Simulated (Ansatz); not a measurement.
What DFT gives for BaTiO₃

```xyz
10
Lattice="4.0417 4.0312 0.0000 0.0208 4.0416 4.0312 4.0417 0.0104 4.0312" Properties=species:S:1:pos:R:3 pbc="T T T"
Ba    0.0000    0.0000    0.0000
Ba    4.0521    4.0416    4.0312
Ti    1.9693    1.9642    1.9592
Ti    6.0214    6.0058    5.9904
O     2.0550    2.0497    0.0746
O     6.1070    6.0913    4.1058
O     0.0852    2.0548    2.0495
O     4.1372    6.0964    6.0807
O     2.0550    0.0799    2.0495
O     6.1070    4.1215    6.0807
```

Level: PBE, with U_eff = 3.98 eV on Ti d, U_eff = 4.84 eV on O p (all-electron-ortho-atomic projectors), no spin polarisation; 420 eV; 6×6×6 Γ-centred mesh; fermi-dirac occupations (width 0.1 eV); Ansatz 0.2.0, fixed geometry.

Question: Is the cell too large or too small?

Answer: The pressure is 2.3 GPa (compression positive), so with the atoms held at these fractions the cell would first expand.

Question: What is the band gap?

Answer: The gap is 3.38 eV, direct at the points sampled.

Question: Which atom feels the largest force, and which way?

Answer: The largest is on Ti3 (and as large on other atoms): 0.78 eV/Å, components (0.45, 0.45, 0.45). It makes 121° with the line to a nearest neighbour, O5 at 1.89 Å.

Question: Give the Bader charges.

Answer: Bader charges in e: Ba +1.59, Ti +2.51, O -1.37. In the mean Ti gives up most and O takes most.

Question: Describe some of the short contacts.

Answer: Ti–O at 1.89 Å: least valence density 0.85 e/Å³ and ELF 0.25 there. Ba–O at 2.81 Å: least valence density 0.18 e/Å³ and ELF 0.09 there, a closed-shell (ionic or weak) contact. Both are smooth PAW fields, read partly inside the augmentation spheres.

Question: What is the character of the valence top and the conduction bottom?

Answer: Within 0.7 eV of the edges, the states project mainly on O p (94 %) below the gap and on Ti d (88 %) above it.

Origin: a database entry at a rescaled volume.
